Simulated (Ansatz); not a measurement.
# Ag: which structure is lowest?

Method: DFT, revPBE, plane waves (420 eV) with PAW, scalar-relativistic in Ansatz 0.2.0. (PAW data from PBE, frozen cores regenerated.)

Each structure is relaxed within its own symmetry, so a high-lying one may be dynamically unstable.

| structure | ΔE (meV/atom) | V (Å³/atom) | cell | magnetic state |
| --- | --- | --- | --- | --- |
| dhcp (4H) | 0 | 18.44 | a = 2.955 Å, c = 9.752 Å (c/a = 3.300) | spin not included |
| fcc | 0 | 18.43 | a = 4.193 Å | spin not included |
| hcp | 1 | 18.50 | a = 2.978 Å, c = 4.818 Å (c/a = 1.618) | spin not included |
| bcc | 28 | 18.64 | a = 3.341 Å | spin not included |
| omega (AlB2-type) | 57 | 18.86 | a = 4.777 Å, c = 2.863 Å (c/a = 0.599) | spin not included |
| A15 | 81 | 19.04 | a = 5.341 Å | spin not included |
| simple cubic | 306 | 21.62 | a = 2.786 Å | spin not included |
| diamond | 690 | 31.71 | a = 6.331 Å | spin not included |

ΔE counts from fcc.

Differences under about 8 meV lie within the error of the k-point mesh.
